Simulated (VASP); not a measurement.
Here is a VASP 6.6.1 calculation.

Contents of INCAR:

```
PREC     = Accurate       # precision mode
ENCUT    = 600            # plane-wave cutoff, eV
EDIFF    = 1E-6           # SCF threshold, eV
ISMEAR   = -1             # smearing method
SIGMA    = 0.05           # smearing width, eV
LREAL    = F              # projectors in reciprocal space
LASPH    = T              # aspherical terms in the spheres
NELM     = 80             # most SCF steps
ALGO     = Normal         # electronic algorithm
ISIF     = 3              # what is computed and relaxed
LWAVE    = F              # write WAVECAR
LCHARG   = F              # write CHGCAR
GGA      = PS             # functional
IBRION   = 2              # ionic algorithm
NSW      = 40             # ionic steps
EDIFFG   = -0.01          # ionic threshold
```

KPOINTS

```
Automatic mesh
0
Gamma
  9 9 9
```

The input POSCAR:

```
AlRu
1.0
    2.9916000000      0.0000000000      0.0000000000
    0.0000000000      2.9916000000      0.0000000000
    0.0000000000      0.0000000000      2.9916000000
Ru Al
1 1
Direct
    0.5000000000      0.5000000000      0.5000000000
    0.0000000000      0.0000000000      0.0000000000
```

Potentials or basis: VASP PAW PBE potentials, release 64 (Ru_pv, Al).

Command:

```console
$ cat potpaw_PBE.64/Ru_pv/POTCAR potpaw_PBE.64/Al/POTCAR > POTCAR
$ mpirun -np 1 vasp_std > vasp.out
```

Estimate the relaxed cell.

a = 2.976 Å, b = 2.976 Å, c = 2.976 Å, α = 90.00°, β = 90.00°, γ = 90.00°.

Predict the band gap on the k mesh.

none (metal or under the smearing width).

The path:
```csv
step,energy change (eV),largest force (eV/Å),pressure (GPa),volume (Å³)
1,0.0000,0.0000,-3.27,26.77
2,0.0068,0.0000,5.70,25.73
3,-0.0043,0.0000,-0.03,26.37
```

Caveat: the PAW data sets were made with another functional, which shifts forces and pressure a little.
